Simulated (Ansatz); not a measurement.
The reference is ZnTe in the zinc blende structure (space group F-43m, No. 216; a = 6.1134 Å). Axes: x, y, z lie along the cube axes.

Perturbation: uniaxial stress, 3 GPa compression along x; all other stress components relax to zero.

Levels (all Ansatz, a quantum-chemistry and plane-wave program, PAW): r2SCAN (500 eV, without spin-orbit coupling); HSE06 (420 eV, no spin-orbit coupling).

The geometry is relaxed with r2SCAN.

r2SCAN lowest conduction level above the VBM at special points: Γ 1.61 eV; M 1.67 eV; N 1.84 eV

### Question
How does going to HSE06 change the lowest conduction level above the VBM at special points?

### Answer
The lowest conduction level above the VBM at special points changes from Γ 1.61 eV; M 1.67 eV; N 1.84 eV to Γ 2.05 eV; M 2.15 eV; N 2.31 eV.

Single points use the geometry relaxed with r2SCAN. The levels and masses belong to the bands next to the band gap. Load acts through the strain it causes; cell and atoms are relaxed under it. Stability under load was not tested beyond the relaxation. Labels are those of the standard path for the cell's own space group.
